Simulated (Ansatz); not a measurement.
Write the native input for Ansatz 0.2.0 that does the following.

```yaml
Task: band structure
Functional: LDA
Potentials_or_basis: all-electron LAPW, scalar-relativistic
Cutoff: 248 eV (chosen from the basis error)
Basis_error_allowed: 0.001 eV/atom
k_mesh: 12 × 12 × 12
Occupations: fermi-dirac, width 0.05 eV
Spin: no spin polarisation
```

Mo:

```
Mo
1.0
    -1.58381    1.58381    1.58381
     1.58381   -1.58381    1.58381
     1.58381    1.58381   -1.58381
Mo
1
Direct
  0.00000 0.00000 0.00000
```

One way to write it, as run:

input.yaml

```yaml
crystal:
  lattice:
    - [-1.5838089719, 1.5838089719, 1.5838089719]
    - [1.5838089719, -1.5838089719, 1.5838089719]
    - [1.5838089719, 1.5838089719, -1.5838089719]
  atoms:
    - { symbol: Mo, position: [0.0, 0.0, 0.0] }
kpoints:
  mp_grid: { grid: [12, 12, 12] }
  band_path:
    path:
      - [0.0, 0.0, 0.0]
      - [0.5, -0.5, 0.5]
      - [0.0, 0.0, 0.5]
      - [0.0, 0.0, 0.0]
      - [0.25, 0.25, 0.25]
      - [0.5, -0.5, 0.5]
    npoints: 8
scf:
  occupations: { method: fermi_dirac, width: 0.05 }
hamiltonian:
  xc: lda
  pseudopotentials: { kind: all_electron, lapw: { basis_error: 0.001 } }
output:
  forces: true
  stress: true
  eigenvalues: true
```

Potentials or basis: all-electron LAPW, scalar-relativistic.

Run with:

```console
$ ansatz run input.yaml --threads 1 --pin off --max-ram 3072MiB --backend cpu --events-out ev --progress --plain --runs-dir out
```

It gave:

```
Pressure                : -14.1 GPa
Band gap along the path : none (metal or under the smearing width)
```

Wall time 16 s on 1 thread of Intel(R) Xeon(R) Processor @ 2.50GHz (Skylake/Cascade Lake), with other jobs on the host, peak memory 0.29 GiB.
